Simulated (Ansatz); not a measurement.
The system is TaN.

```xyz
4
Lattice="3.3991 0.0000 0.0000 0.0000 3.3991 0.0000 0.0000 0.0000 4.9770" Properties=species:S:1:pos:R:3 pbc="T T T"
Ta    0.0000    0.0000    0.0000
Ta    1.6996    1.6996    0.0000
N     1.6996    0.0000    1.3288
N     0.0000    1.6996    3.6481
```

The cell was built by a generator and needn't be a form met in nature.

- Program: Ansatz 0.2.0
- Task: relaxation of cell and atoms
- Functional: LDA
- Potentials or basis: Ansatz PAW
- Cutoff: 420 eV (not typed: the program's choice for these potentials)
- k mesh: 8 × 8 × 6
- Occupations: fermi-dirac, width 0.05 eV
- Spin: no spin polarisation
- Hubbard terms: Ta d U = 1 eV

At the start: volume 14.38 Å³/atom.

Problem. Where does the relaxation end?

Solution. It ends after 22 steps and the volume is 12.79 Å³/atom (-11.0 %); space group P4/mmm (No. 123, to 0.05 Å).

The path:
```tsv
step	energy change (eV)	largest force (eV/Å)	volume (Å³)
1	0.0000	3.4081	57.50
2	-2.2632	2.7837	61.84
3	-3.7237	1.2266	64.79
4	-4.2628	0.9229	66.68
5	-4.6041	0.9320	65.52
6	-4.9118	0.7697	63.38
7	-5.2454	0.6446	60.41
8	-5.6246	0.5832	57.20
9	-6.0267	0.6534	53.89
10	-6.3058	0.6109	50.68
11	-6.4133	0.6877	49.91
12	-6.5274	0.4211	50.71
13	-6.5363	0.0155	49.49
14	-6.5832	0.0013	50.39
15	-6.5833	0.0007	50.69
16	-6.5837	0.0010	50.61
17	-6.8575	0.0010	50.61
18	-6.8687	0.0051	51.14
19	-6.8686	0.0000	51.17
20	-6.8705	0.0000	51.17
21	-6.8705	0.0000	51.18
22	-6.8705	0.0000	51.18
```

Final structure:
```
Ta N
1.0
     4.13844    0.00000    0.00000
     0.00000    4.13844    0.00000
     0.00000    0.00000    2.98804
Ta N
2 2
Direct
  0.00000 0.00000 0.00000
  0.50000 0.50000 0.00000
  0.50000 0.00000 0.00000
  0.00000 0.50000 0.00000
```

Caveat: the electronic state changed during the relaxation; the plane-wave basis is chosen anew once the cell has moved, so the energies of steps on either side of that aren't comparable; the pressure holds a Pulay correction of +0.5 GPa for the finite cutoff; U without spin polarisation on a metal has little footing; the PAW data sets come from PBE, with cores solved anew for the run's functional, which leaves a small shift of forces and pressure.
